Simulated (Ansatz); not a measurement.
BN: frozen-core PAW against all-electron methods

```
CELL_PARAMETERS angstrom
0.00000 1.81235 1.81235
1.81235 0.00000 1.81235
1.81235 1.81235 0.00000
ATOMIC_POSITIONS crystal
B 0.00000 0.00000 0.00000
N 0.25000 0.25000 0.25000
```

Atoms are numbered in the order listed.

Conventional cell: a = 3.625 Å, b = 3.625 Å, c = 3.625 Å, α = 90.00°, β = 90.00°, γ = 90.00°. B (atom 1) is surrounded by 4 N at 1.57 Å. N (atom 2) is surrounded by 4 B at 1.57 Å.

The structure comes from a relaxation in the same program, started in the zincblende type, and has space group F-43m. Whether it is a known phase or the ground state wasn't checked.

Methods: DFT, PBEsol, PAW with Ansatz's default frozen-core files, scalar-relativistic (Ansatz 0.2.0); DFT, PBEsol, all-electron LAPW, scalar-relativistic (Ansatz 0.2.0).

For PAW: a Γ-centred 16×16×16 k mesh, Fermi–Dirac smearing of 0.03 eV, cutoff 420 eV, no spin polarisation; the PAW files were made with PBE, and the program remakes their frozen cores for this functional. LAPW targets a basis error of 0.25 meV/atom. The Ansatz runs share mesh, smearing and spin set-up. Plane-wave (PAW) pressures include the program's estimate of the Pulay term.

Stress and pressure are positive in compression.

Levels count from the top of the valence band.

```
                      quantity     PAW    LAPW
                pressure (GPa)   -5.91   -5.90
                 band gap (eV)   4.281   4.276
highest filled level at U (eV)  -4.072  -4.071
  lowest empty level at U (eV)   6.734   6.730
highest filled level at X (eV)  -4.898  -4.898
  lowest empty level at X (eV)   4.281   4.276
```
